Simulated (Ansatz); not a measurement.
## How much do the gradients of ZrO₂ depend on the method?

Cell: a measured structure from the Crystallography Open Database (COD) whose atoms were relaxed with PBE, the cell held.

Space group P4_2/nmc:1 (No. 137); a = 3.5961, c = 5.1770 Å.

```
site  Wyckoff  site symmetry       x       y       z
  Zr       2a           -4m2  0.0000  0.0000  0.0000
   O       4d           2mm.  0.0000  0.5000  0.2012
```

One atom of each set is listed.

First run. The numbers come from a DFT calculation in Ansatz (PBE, plane waves and PAW, scalar-relativistic, 420 eV cutoff, Γ-centred 8×8×6 k-points, Fermi–Dirac smearing 0.02 eV).

```json
{"site": "Zr", "V_zz (10²¹ V/m²)": "5.23", "η": "0.00"}
{"site": "O", "V_zz (10²¹ V/m²)": "0.92", "η": "0.03"}
```

Second run. The same atoms and settings, except that spin–orbit coupling is included (fully relativistic PAW files).

Q: What does the second run give?

A: 

```tsv
site	V_zz	η	change of V_zz
Zr	5.24	0.00	+0.01
O	0.92	0.03	0.00
```

No V_zz moves by more than 0.01.

At this cell the PBE pressure is 6 GPa, so with PBE the cell would grow if it were relaxed.
